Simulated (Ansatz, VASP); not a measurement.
## ZrC: VASP beside Ansatz

Contents of INCAR:

```
  PREC = Accurate
  ENCUT = 520
  EDIFF = 1E-6
  ISMEAR = 0
  SIGMA = 0.15
  LREAL = F
  LASPH = T
  NELM = 80
  ALGO = Normal
  ISIF = 2
  LWAVE = F
  LCHARG = F
  NBANDS = 15
```

Contents of KPOINTS:

```
regular mesh
0
Gamma
  16 16 16
```

The input POSCAR:

```
ZrC
1.0
    0.0000000000      2.3477650992      2.2666556343
    2.3477650992      0.0000000000      2.2666556343
    2.3477650992      2.3477650992      0.0000000000
Zr C
1 1
Direct
    0.5000000000      0.5000000000      0.5000000000
    0.0000000000      0.0000000000      0.0000000000
```

Input for Ansatz:

```yaml
crystal:
  lattice:
    - [0.0, 2.3477650992, 2.2666556343]
    - [2.3477650992, 0.0, 2.2666556343]
    - [2.3477650992, 2.3477650992, 0.0]
  atoms:
    - { symbol: Zr, position: [0.5, 0.5, 0.5] }
    - { symbol: C, position: [0.0, 0.0, 0.0] }
basis:
  ecutwfc: 520.0
kpoints:
  mp_grid: { grid: [16, 16, 16] }
hamiltonian:
  xc: lda
scf:
  occupations: { method: gaussian, width: 0.15 }
output:
  forces: true
  stress: true
  eigenvalues: true
```

Change from the starting cell: mode 4 frozen in at +0.000 Å, strain +e along z and -e/2 along x and y -0.0233.

Alike in both runs: task single point; functional LDA; k mesh 16 × 16 × 16; occupations gaussian, width 0.15 eV; no spin polarisation.

```csv
,VASP,Ansatz
version,VASP 6.6.1,Ansatz 0.2.0
potentials or method,"VASP PAW LDA potentials, release 64 (Zr_sv, C)","scalar-relativistic, plane waves, PAW"
plane-wave cutoff (eV),520,520
valence electrons in the cell,16,16
```

|  | VASP | Ansatz | Ansatz less VASP |
| --- | --- | --- | --- |
| gap on the k mesh at the Fermi level (eV) | none | none | - |
| pressure (GPa) | 1.3 | 0.7 | -0.63 |
| largest component of the traceless stress (GPa) | 10.18 | 10.10 | -0.083 |

A gap of «none» marks a metal or a gap that the smearing closes.
